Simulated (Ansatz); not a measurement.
A single-point calculation of BeS built on the zincblende prototype with Ansatz, at the level PBE. The cell was relaxed with r2SCAN and then strained (isotropic -3.0 % on every length), with the atoms relaxed again with r2SCAN; k points keep the names of the unstrained zone.

```yaml
crystal:
  lattice:
    - [0.0, 2.3612770434, 2.3612770434]
    - [2.3612770434, 0.0, 2.3612770434]
    - [2.3612770434, 2.3612770434, 0.0]
  atoms:
    - { symbol: Be, position: [0.0, 0.0, 0.0] }
    - { symbol: S, position: [0.25, 0.25, 0.25] }
kpoints:
  mp_grid: { grid: [10, 10, 10] }
  band_path:
    path:
      - [0.0, 0.0, 0.0]
      - [-0.5, -0.5, 0.0]
      - [-0.375, -0.375, 0.25]
      - [-0.375, 0.0, 0.375]
      - [0.0, 0.0, 0.5]
      - [-0.5, -0.25, 0.25]
      - [-0.0375, 0.0, 0.0375]
      - [0.0, 0.5, 0.5]
    npoints: 1
hamiltonian:
  xc: pbe
scf:
  occupations: { method: fermi_dirac, width: 0.02 }
  n_extra_bands: 4
output:
  forces: true
  stress: true
  eigenvalues: true
  write_density: true
  write_potential: true
  elf: true
  volumetric_format: npy
```

Some lines of the output have been replaced by numbered gaps.
```
Functional definition: PBE
  parameter kappa = 0.804
  parameter beta = 0.06672455060314922
  exchange = pbe_x(kappa = kappa, mu = beta*pi^2/3)
  correlation = pbe_c(beta = beta)
Crystal: 2 atoms, lattice volume = 26.331 Å³
Basis set: ecut = 420 eV, 531 PW (Γ)
Bands: 8, of which v1, the nominal top of the filled ones, is band 4 counted from 1 (3 counted from 0)
[1]
SCF converged after 6 iterations
Free energy (F): -996.883653 eV
[2]
--- Stress (GPa, compression-positive) ---
[3]
--- Band table (eV; the first three rows and the last of 47) ---
[4]
```

The rows of the band table are 0: (0, 0, 0) = Γ, 1: (0, 0, 0.100), 2: (0, 0, 0.200), 46: (0.200, -1/2, -0.300).

Task: What stood in the gaps? They hold the stress, the Fermi energy and the band table, the symmetry found.

Result:
```
[1]
Symmetry: 24 space group operations
Space group: F-43m (ITA 216)
[2]
Fermi energy:    7.756226 eV
[3]
       10.691363       0.000000       0.000000
        0.000000      10.691363       0.000000
        0.000000       0.000000      10.691363
  P = ⅓ Tr σ = 10.6914 GPa (106.914 kbar)
[4]
  k-point 0: bands = [-7.9576, 6.2986, 6.2986, 6.2986, 11.8998, 11.8998, 11.8998, 12.8847]
  k-point 1: bands = [-7.8309, 5.4080, 6.1469, 6.1469, 12.0102, 12.1657, 12.1657, 13.6796]
  k-point 2: bands = [-7.4675, 3.6355, 5.8073, 5.8073, 12.0620, 12.6891, 12.6891, 15.3689]
  k-point 46: bands = [-5.4297, 1.4943, 2.2675, 2.6184, 12.1443, 13.6111, 15.8016, 16.3281]
```
The trailing digits, and the zero of the energies, depend on the potentials and thresholds.

PBE gives an indirect gap of 2.92 eV, from Γ to X; the least direct gap is 5.60 eV at Γ. Edges are sought over the mesh and the listed points. The mean pressure is +10.69 GPa (compression positive), so PBE would enlarge the cell's volume.

Run as `ansatz run input.yaml --threads 2 --pin off --max-ram 29491MiB --backend cpu --events-out ev --progress --plain --runs-dir out`. It took 0.79 s on 2 threads of AMD EPYC 7R13 Processor (Zen 3), with other jobs on the host, load about 0.9 per core; peak host memory 0.42 GiB.

Calculated for a static, non-magnetic cell.
